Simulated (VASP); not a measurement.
# Be (P6_3/mmc) in VASP: notebook, part 2 of 2

VASP 6.6.1. The steps go on from the part before.

**3. Single point, PBE**

The input, INCAR:

```
ALGO = Normal
EDIFF = 1E-6
ENCUT = 520
GGA = PE
ISIF = 2
ISMEAR = 0
LASPH = T
LCHARG = F
LREAL = F
LWAVE = F
NELM = 60
PREC = Accurate
SIGMA = 0.1
```

The input, KPOINTS:

```
k-points
0
Gamma
  13 13 8
```

The input, POSCAR:

```
Be
2.2853
    1.000000000000      0.000000000000      0.000000000000
   -0.500000000000      0.866025403798      0.000000000000
    0.000000000000      0.000000000000      1.568371767383
Be
2
Direct
    0.6666666667      0.3333333333      0.7500000000
    0.3333333333      0.6666666667      0.2500000000
```

Potentials or basis: VASP PAW PBE potentials, release 54 (Be).

The run is started by

```sh
cat potpaw_PBE.54/Be/POTCAR > POTCAR
mpirun -np 1 vasp_std > vasp.out
```

Run time: 3 s. Hardware: 1 thread of AMD EPYC 9R45 (Zen 5), shared host; peak memory 0.09 GiB.

It converged, with:

```yaml
Free_energy: -7.5283 eV
Pressure: -2.7 GPa
Band_gap_on_the_k_mesh: none (metal or under the smearing width)
```

Stress tensor (GPa, compression positive):
```
-2.35  0.00  0.00
 0.00 -2.35  0.00
 0.00  0.00 -3.32
```

Levels at points of the mesh, in eV from the Fermi level:
| k point | band 1 | band 2 | band 3 | band 4 | band 5 | band 6 |
| --- | --- | --- | --- | --- | --- | --- |
| (0.00, 0.00, 0.00) | -11.07 | -4.17 | 1.24 | 15.75 | 15.75 | 18.57 |
| (0.00, 0.00, 0.50) | -8.91 | -8.91 | 10.77 | 10.77 | 17.38 | 17.38 |

**4. Single point, PBE**

The input, run.py:

```python
from ase.calculators.vasp import Vasp
from ase.dft.bandgap import bandgap
from ase.io import read

atoms = read('Be.cif', primitive_cell=True, subtrans_included=False)
calc = Vasp(
    directory='calc',
    xc='pbe',
    pp='PBE',
    setups='recommended',
    pp_version='54',
    prec='Accurate',
    encut=520,
    ediff=1e-06,
    ismear=0,
    sigma=0.1,
    lreal=False,
    lasph=True,
    nelm=100,
    algo='Normal',
    isif=2,
    lwave=False,
    lcharg=False,
    kpts=[13, 13, 8],
    gamma=True,
)
atoms.calc = calc

print('energy (eV):', atoms.get_potential_energy())
print('free energy (eV):', atoms.get_potential_energy(force_consistent=True))
print('forces (eV/A):')
print(atoms.get_forces())
print('stress (eV/A^3, Voigt):', atoms.get_stress())
print('Fermi level (eV):', calc.get_fermi_level())
gap, top, bottom = bandgap(calc)
print('band gap (eV):', gap, 'from (spin, k, band)', top, 'to', bottom)
```

The input, Be.cif:

```cif
data_Be
_cell_length_a 2.28530000
_cell_length_b 2.28530000
_cell_length_c 3.58420000
_cell_angle_alpha 90.00000000
_cell_angle_beta 90.00000000
_cell_angle_gamma 120.00000000
_space_group_name_H-M_alt 'P6_3/mmc'
_space_group_name_Hall '-P 6c 2c'
_space_group_IT_number 194
loop_
_space_group_symop_operation_xyz
'x,y,z'
'-x,-y,-z'
'x-y,x,z+1/2'
'-x+y,-x,-z+1/2'
'-y,x-y,z'
'y,-x+y,-z'
'-x,-y,z+1/2'
'x,y,-z+1/2'
'-x+y,-x,z'
'x-y,x,-z'
'y,-x+y,z+1/2'
'-y,x-y,-z+1/2'
'-y,-x,-z+1/2'
'y,x,z+1/2'
'-x,-x+y,-z'
'x,x-y,z'
'-x+y,y,-z+1/2'
'x-y,-y,z+1/2'
'y,x,-z'
'-y,-x,z'
'x,x-y,-z+1/2'
'-x,-x+y,z+1/2'
'x-y,-y,-z'
'-x+y,y,z'
loop_
_atom_site_label
_atom_site_type_symbol
_atom_site_symmetry_multiplicity
_atom_site_Wyckoff_symbol
_atom_site_fract_x
_atom_site_fract_y
_atom_site_fract_z
_atom_site_occupancy
Be1 Be 2 c 0.6666666667 0.3333333333 0.7500000000 1
```

The run is started by

```sh
python run.py
```

It took 4.8 s on 1 thread of AMD EPYC 9R45 (Zen 5), shared host; peak memory 0.09 GiB.

It converged, with:

- Free energy: -7.5283 eV
- Pressure: -2.7 GPa
- Band gap on the k mesh: none (metal or under the smearing width)

Stress tensor (GPa, compression positive):
```
-2.35  0.00  0.00
 0.00 -2.35  0.00
 0.00  0.00 -3.32
```

Levels at points of the mesh, in eV from the Fermi level:
| k point | band 1 | band 2 | band 3 | band 4 | band 5 | band 6 |
| --- | --- | --- | --- | --- | --- | --- |
| (0.00, 0.00, 0.00) | -11.07 | -4.17 | 1.24 | 15.75 | 15.75 | 18.57 |
| (0.00, 0.00, 0.50) | -8.91 | -8.91 | 10.77 | 10.77 | 17.38 | 17.38 |

**5. Single point, LAK, collinear spin, random start (cell strained at random at fixed volume)**

run.py, as its differences from that of step 4:

```diff
@@ -4,9 +4,8 @@
 
-atoms = read('Be.cif', primitive_cell=True, subtrans_included=False)
+atoms = read('Be.xyz')
+atoms.set_initial_magnetic_moments([-0.18, -0.15])
 calc = Vasp(
     directory='calc',
-    xc='pbe',
     pp='PBE',
     setups='recommended',
-    pp_version='54',
     prec='Accurate',
@@ -15,6 +14,6 @@
     ismear=0,
-    sigma=0.1,
+    sigma=0.05,
     lreal=False,
     lasph=True,
-    nelm=100,
+    nelm=60,
     algo='Normal',
@@ -23,2 +22,7 @@
     lcharg=False,
+    ispin=2,
+    lorbit=11,
+    metagga='LAK',
+    lmixtau=True,
+    nelmdl=0,
     kpts=[13, 13, 8],
@@ -34,2 +38,4 @@
 print('Fermi level (eV):', calc.get_fermi_level())
+print('moment (muB):', atoms.get_magnetic_moment())
+print('site moments (muB):', atoms.get_magnetic_moments())
 gap, top, bottom = bandgap(calc)
```

The input, Be.xyz:

```xyz
2
Lattice="2.2547590000 0.0003010000 -0.0287380000 -1.1271190000 1.9966660000 -0.0094820000 -0.0450710000 -0.0431930000 3.6016580000" Properties=species:S:1:pos:R:3 pbc="T T T"
Be     1.0936630834      0.6333612499      2.6789241667
Be    -0.0110940834      1.3204127501      0.8845138333
```

Potentials or basis: VASP PAW PBE potentials, release 64 (Be).

The run is started by

```sh
python run.py
```

Run time: 3.9 min. Hardware: 1 thread of AMD EPYC 9R45 (Zen 5), shared host; peak memory 0.18 GiB.

Results (log left out):

```yaml
Free_energy: -8.4677 eV
Pressure: -2.6 GPa
Largest_force: 0.055 eV/Å
Band_gap_on_the_k_mesh: none (metal or under the smearing width)
Net_moment: 0.00 μB per cell
Valence_electrons_inside_the_program's_atomic_spheres: Be 1.14
```

Forces on the atoms (eV/Å):
```
Be  -0.011 -0.054 -0.006
Be   0.011  0.054  0.006
```

Stress tensor (GPa, compression positive):
```
 2.01 -0.04  4.66
-0.04 -5.12  4.38
 4.66  4.38 -4.80
```

Levels at points of the mesh, in eV from the Fermi level:
Spin up:
```csv
k point,band 1,band 2,band 3,band 4,band 5,band 6
"(0.00, 0.00, 0.00)",-12.19,-4.54,1.12,17.48,18.11,20.42
"(0.00, 0.00, 0.50)",-9.81,-9.81,11.60,11.61,18.99,19.36
```
Spin down:
```tsv
k point	band 1	band 2	band 3	band 4	band 5	band 6
(0.00, 0.00, 0.00)	-12.19	-4.54	1.12	17.48	18.11	20.42
(0.00, 0.00, 0.50)	-9.81	-9.81	11.60	11.61	18.99	19.36
```

Caveat: the PAW data sets were made with another functional, which shifts forces and pressure a little.

**6. Relaxation of cell and atoms, revPBE (cell strained at random at fixed volume)**

The input, run.py:

```python
from ase import Atoms
from ase.calculators.vasp import Vasp

atoms = Atoms(
    ['Be', 'Be'],
    cell=[[2.290117, 0.008764, -0.003235], [-1.137469, 1.97738, 0.000262], [-0.005074, -0.002454, 3.571969]],
    scaled_positions=[[0.6666666667, 0.3333333333, 0.75], [0.3333333333, 0.6666666667, 0.25]],
    pbc=True,
)
calc = Vasp(
    directory='calc',
    xc='revpbe',
    pp='PBE',
    setups={'base': 'minimal', 'Be': '_GW'},
    prec='Accurate',
    encut=630,
    ediff=1e-06,
    ismear=1,
    sigma=0.1,
    lreal=False,
    lasph=True,
    nelm=100,
    algo='Normal',
    isif=3,
    lwave=False,
    lcharg=False,
    ibrion=2,
    nsw=40,
    ediffg=-0.01,
    kpts=[13, 13, 8],
    gamma=True,
)
atoms.calc = calc

print('energy (eV):', atoms.get_potential_energy())
print('free energy (eV):', atoms.get_potential_energy(force_consistent=True))
print('forces (eV/A):')
print(atoms.get_forces())
print('stress (eV/A^3, Voigt):', atoms.get_stress())
print('Fermi level (eV):', calc.get_fermi_level())
print('cell (A, degrees):', atoms.cell.cellpar())
print('volume (A^3):', atoms.get_volume())
print('scaled positions:')
print(atoms.get_scaled_positions())
```

Potentials or basis: VASP PAW PBE potentials, release 64 (Be_GW).

The run is started by

```sh
python run.py
```

It took 41 s on 1 thread of AMD EPYC 9R45 (Zen 5), shared host; peak memory 0.19 GiB.

Results (log left out):

| Item | Value |
| --- | --- |
| Free energy | -6.9999 eV |
| Relaxed volume | 8.11 Å³/atom |
| Relaxed cell | a = 2.288 Å, b = 2.286 Å, c = 3.580 Å, α = 90.00°, β = 89.97°, γ = 119.97° |
| Space group after relaxing (to 0.05 Å) | P6_3/mmc (No. 194) |
| Energy gained by relaxing | 0.3 meV/atom |
| Ionic steps | 3 |
| Pressure after relaxing | -0.1 GPa |
| Largest force after relaxing | 0.007 eV/Å |
| Band gap on the k mesh | none (metal or under the smearing width) |

Forces in eV/Å, atoms in the order of the input:
```
Be  -0.007 -0.001  0.000
Be   0.007  0.001  0.000
```

Stress tensor (GPa, compression positive):
```
-0.10 -0.06 -0.09
-0.06 -0.07 -0.05
-0.09 -0.05 -0.03
```

The path:
```tsv
step	energy change (eV)	largest force (eV/Å)	pressure (GPa)	volume (Å³)
1	0.0000	0.0185	0.07	16.21
2	-0.0005	0.0006	-0.03	16.22
3	-0.0006	0.0067	-0.07	16.22
```

Final structure:
```
Be
1.0
     2.28751    0.00092    0.00064
    -1.14296    1.98024   -0.00005
     0.00099    0.00048    3.58047
Be
2
Cartesian
  1.1460 0.6612 2.6858
  -0.0005 1.3204 0.8953
```

Levels at points of the mesh, in eV from the Fermi level:
```tsv
k point	band 1	band 2	band 3	band 4	band 5	band 6
(0.00, 0.00, 0.00)	-11.13	-4.17	1.23	15.81	15.84	18.66
(0.00, 0.00, 0.50)	-8.96	-8.96	10.84	10.84	17.46	17.47
```

Caveat: the PAW data sets were made with another functional, which shifts forces and pressure a little.

**7. The runs side by side**

| task | level | potentials or basis | spin | cell | cutoff (eV) | smearing | optimiser | other keys | gap on the mesh (eV) | pressure (GPa) | largest force (eV/Å) |
| --- | --- | --- | --- | --- | --- | --- | --- | --- | --- | --- | --- |
| single point | RPBE | VASP PAW PBE potentials, release 64 (Be) | off | as given | 520 | gaussian 0.02 eV | - | - | none | 0.2 | - |
| single point | PBE | VASP PAW PBE potentials, release 54 (Be) | off | as given | 520 | gaussian 0.1 eV | - | - | none | -2.7 | - |
| single point | LAK | VASP PAW PBE potentials, release 64 (Be) | collinear, random start | cell strained at random at fixed volume | 520 | gaussian 0.05 eV | - | NELMDL = 0 | none | -2.6 | 0.06 |
| relaxation of cell and atoms | revPBE | VASP PAW PBE potentials, release 64 (Be_GW) | off | relaxed from: cell strained at random at fixed volume | 630 | methfessel-paxton 0.1 eV | vasp | - | none | -0.1 | 0.01 |

Alike in all rows: k mesh 13 × 13 × 8.

Caveats: the PAW data sets were made with another functional, which shifts forces and pressure a little (some runs).

Total energies depend on the potentials used, so only differences within one code and one set of settings carry meaning.
